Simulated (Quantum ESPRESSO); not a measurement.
# Pb (Fd-3m) in Quantum ESPRESSO: single point with PBE

Aim: the single point of Pb with PBE.

All numbers are computed with Quantum ESPRESSO 7.5; they aren't measurements. Logs are shortened: lines on timing, memory, paths and dates and some standing lists are left out, and cuts for length are marked.

### Step 1. The crystal as given

It takes space group Fd-3m (No. 227, cubic). The conventional cell has a = 6.878 Å, b = 6.878 Å, c = 6.878 Å, α = 90.00°, β = 90.00°, γ = 90.00°. Around Pb (site symmetry -43m) lie 4 Pb at 2.98 Å.

This isn't the form of Pb at room conditions, which is fcc.

### Step 2. Single point, PBE

run.py reads:

```python
import numpy as np
from ase.calculators.espresso import Espresso, EspressoProfile
from ase import Atoms

atoms = Atoms(['Pb', 'Pb'],
              cell=[[0.0, 3.4390000555, 3.4390000555], [3.4390000555, 0.0, 3.4390000555], [3.4390000555, 3.4390000555, 0.0]],
              scaled_positions=[[0.25, 0.25, 0.25], [0.0, 0.0, 0.0]],
              pbc=True)

input_data = {
    'control': {'calculation': 'scf', 'prefix': 'pwscf', 'outdir': './tmp', 'tprnfor': True, 'tstress': True, 'disk_io': 'nowf'},
    'system': {'ecutwfc': 55.0, 'ecutrho': 440.0, 'nbnd': 21, 'occupations': 'smearing', 'smearing': 'fd', 'degauss': 0.00367493},
    'electrons': {'conv_thr': 4e-10, 'electron_maxstep': 120, 'mixing_beta': 0.5},
}
pseudopotentials = {'Pb': 'Pb.pbe-dn-kjpaw_psl.0.2.2.UPF'}
profile = EspressoProfile(command='pw.x', pseudo_dir='pseudo')
dft = Espresso(profile=profile, input_data=input_data, pseudopotentials=pseudopotentials, kpts=(7, 7, 7), koffset=(0, 0, 0))
atoms.calc = dft

print(f'energy {atoms.get_potential_energy():.8f} eV')
print('forces (eV/A)')
print(np.round(atoms.get_forces(), 6))
print('stress (eV/A^3, Voigt)')
print(np.round(atoms.get_stress(), 8))
print(f'Fermi level {dft.get_fermi_level():.4f} eV')
```

Potentials or basis: SSSP 1.3 efficiency PBE.

Command:

```console
$ OMP_NUM_THREADS=1 python run.py
```

The program printed:

```text
energy -23688.47203291 eV
forces (eV/A)
[[0. 0. 0.]
 [0. 0. 0.]]
stress (eV/A^3, Voigt)
[-0.01428929 -0.01428929 -0.01428929  0.         -0.          0.        ]
Fermi level 7.3059 eV
```

espresso.pwi:

```text
&CONTROL
   calculation      = 'scf'
   tstress          = .true.
   tprnfor          = .true.
   outdir           = './tmp'
   prefix           = 'pwscf'
   disk_io          = 'nowf'
   pseudo_dir       = 'pseudo'
/
&SYSTEM
   nbnd             = 21
   ecutwfc          = 55.0
   ecutrho          = 440.0
   occupations      = 'smearing'
   degauss          = 0.00367493
   smearing         = 'fd'
   ntyp             = 1
   nat              = 2
   ibrav            = 0
/
&ELECTRONS
   electron_maxstep = 120
   conv_thr         = 4e-10
   mixing_beta      = 0.5
/
&IONS
/
&CELL
/
&FCP
/
&RISM
/
ATOMIC_SPECIES
Pb 207.2 Pb.pbe-dn-kjpaw_psl.0.2.2.UPF

K_POINTS automatic
7 7 7  0 0 0

CELL_PARAMETERS angstrom
0.00000000000000 3.43900005550000 3.43900005550000
3.43900005550000 0.00000000000000 3.43900005550000
3.43900005550000 3.43900005550000 0.00000000000000

ATOMIC_POSITIONS angstrom
Pb 1.7195000278 1.7195000278 1.7195000278  
Pb 0.0000000000 0.0000000000 0.0000000000
```

espresso.pwo:

```text
This program is part of the open-source Quantum ESPRESSO suite
     for quantum simulation of materials; please cite
         "P. Giannozzi et al., J. Phys.:Condens. Matter 21 395502 (2009);
         "P. Giannozzi et al., J. Phys.:Condens. Matter 29 465901 (2017);
         "P. Giannozzi et al., J. Chem. Phys. 152 154105 (2020);
     in publications or presentations arising from this work. More details at

Warning: card &CELL ignored
Warning: card &FCP ignored
Warning: card &RISM ignored

     file Pb.pbe-dn-kjpaw_psl.0.2.2.UPF: wavefunction(s)  6S renormalized
     Message from routine setup:
     using ibrav=0 with symmetry is DISCOURAGED, use correct ibrav instead

     G-vector sticks info
     --------------------
     sticks:   dense  smooth     PW     G-vecs:    dense   smooth      PW
     Sum        2563    1285    367                85515    30395    4693

     Using Slab Decomposition

     bravais-lattice index     =            0
     lattice parameter (alat)  =       9.1906  a.u.
     unit-cell volume          =     548.9378 (a.u.)^3
     number of atoms/cell      =            2
     number of atomic types    =            1
     number of electrons       =        28.00
     number of Kohn-Sham states=           21
     kinetic-energy cutoff     =      55.0000  Ry
     charge density cutoff     =     440.0000  Ry
     scf convergence threshold =      4.0E-10
     mixing beta               =       0.5000
     number of iterations used =            8  plain     mixing
     Exchange-correlation= SLA  PW   PBX  PBC
                           (   1   4   3   4   0   0   0)

     celldm(1)=   9.190646  celldm(2)=   0.000000  celldm(3)=   0.000000
     celldm(4)=   0.000000  celldm(5)=   0.000000  celldm(6)=   0.000000

     crystal axes: (cart. coord. in units of alat)
               a(1) = (   0.000000   0.707107   0.707107 )
               a(2) = (   0.707107   0.000000   0.707107 )
               a(3) = (   0.707107   0.707107   0.000000 )
[... 59 lines left out ...]

     starting charge      27.9953, renormalised to      28.0000
     Starting wfcs are   18 randomized atomic wfcs +    3 random wfcs

     Self-consistent Calculation

     iteration #  1     ecut=    55.00 Ry     beta= 0.50
     Davidson diagonalization with overlap
     ethr =  1.00E-02,  avg # of iterations =  6.2

     Threshold (ethr) on eigenvalues was too large:
     Diagonalizing with lowered threshold

     Davidson diagonalization with overlap
     ethr =  4.03E-05,  avg # of iterations =  8.7

     total energy              =   -1741.06985726 Ry
     estimated scf accuracy    <       0.01394632 Ry
[... 5 lines left out ...]
     total energy              =   -1741.07009109 Ry
     estimated scf accuracy    <       0.00275021 Ry

     iteration #  3     ecut=    55.00 Ry     beta= 0.50
     Davidson diagonalization with overlap
     c_bands:  1 eigenvalues not converged
     ethr =  9.82E-06,  avg # of iterations =  6.1

     total energy              =   -1741.07060866 Ry
     estimated scf accuracy    <       0.00030275 Ry

     iteration #  4     ecut=    55.00 Ry     beta= 0.50
     Davidson diagonalization with overlap
     ethr =  1.08E-06,  avg # of iterations =  6.3
[... 39 lines left out ...]
     iteration # 10     ecut=    55.00 Ry     beta= 0.50
     Davidson diagonalization with overlap
     ethr =  1.68E-12,  avg # of iterations =  1.3

     End of self-consistent calculation

          k = 0.0000 0.0000 0.0000 (  3767 PWs)   bands (ev):

    -9.9025  -9.9025  -9.9025  -9.8266  -9.8266  -9.3964  -9.3964  -9.3964
    -9.3727  -9.3727  -3.8389   3.3753   7.7035   7.7035   7.7035   9.7217
     9.7217   9.7217  11.4605  15.3891  15.3892

          k = 0.1010 0.1010-0.1010 (  3771 PWs)   bands (ev):
[... 85 lines left out ...]
    -9.9877  -9.9706  -9.8024  -9.7566  -9.6059  -9.5932  -9.5340  -9.4895
    -9.2821  -9.2652  -1.3133  -1.0488   4.9236   5.4435   8.2189   9.0584
    13.4205  13.9362  14.7057  16.4352  16.6057

          k = 0.4041 0.2020 0.0000 (  3788 PWs)   bands (ev):

    -9.9656  -9.9647  -9.8581  -9.7384  -9.6781  -9.5867  -9.4668  -9.4366
    -9.3011  -9.2944  -2.7481   0.7736   5.2739   6.1634   8.7548   9.4584
    11.4225  12.2457  14.1989  15.0606  15.8246

          k =-0.2020-0.4041 0.6061 (  3788 PWs)   bands (ev):
[... 13 lines left out ...]
   -10.0013  -9.9840  -9.7701  -9.6765  -9.6394  -9.5956  -9.5847  -9.5148
    -9.2694  -9.2516  -1.5575  -0.7664   4.6176   5.3207   9.1614  10.6008
    11.7291  12.0171  14.7848  15.8873  17.0551

     the Fermi energy is     7.3059 ev

!    total energy              =   -1741.07073348 Ry
     total all-electron energy =    -83528.127665 Ry
     estimated scf accuracy    <          2.8E-10 Ry
     smearing contrib. (-TS)   =      -0.00044763 Ry
     internal energy E=F+TS    =   -1741.07028585 Ry

     The total energy is F=E-TS. E is the sum of the following terms:
     one-electron contribution =    -107.42180870 Ry
     hartree contribution      =      74.40715104 Ry
     xc contribution           =     -88.70982720 Ry
     ewald contribution        =    -162.46346638 Ry
     one-center paw contrib.   =   -1456.88233462 Ry

     convergence has been achieved in  10 iterations

     Forces acting on atoms (cartesian axes, Ry/au):

     atom    1 type  1   force =     0.00000000    0.00000000    0.00000000
     atom    2 type  1   force =     0.00000000    0.00000000    0.00000000

     Total force =     0.000000     Total SCF correction =     0.000000

     Computing stress (Cartesian axis) and pressure

          total   stress  (Ry/bohr**3)                   (kbar)     P=       22.89
   0.00015563  -0.00000000   0.00000000           22.89       -0.00        0.00
   0.00000000   0.00015563  -0.00000000            0.00       22.89       -0.00
  -0.00000000   0.00000000   0.00015563           -0.00        0.00       22.89

=------------------------------------------------------------------------------=
   JOB DONE.
=------------------------------------------------------------------------------=
```

Wall time 68 s (1 thread of Arm Neoverse V1, shared host); peak memory 0.35 GiB.

What came out:

```
Free energy            : -23688.4741 eV
Pressure               : 2.3 GPa
Band gap on the k mesh : none (metal or under the smearing width)
```

The run has no spin-orbit coupling, so splittings on Pb are missing.

### Step 3. For comparison

An earlier run on the cell as given: functional PBE; potentials or basis SSSP 1.3 efficiency PBE; cutoff 748 eV; density cutoff 5987 eV; k mesh 7 × 7 × 7; occupations fermi-dirac, width 0.05 eV; no spin polarisation.

- Pressure: 2.3 GPa
- Band gap on the k mesh: none (metal or under the smearing width)
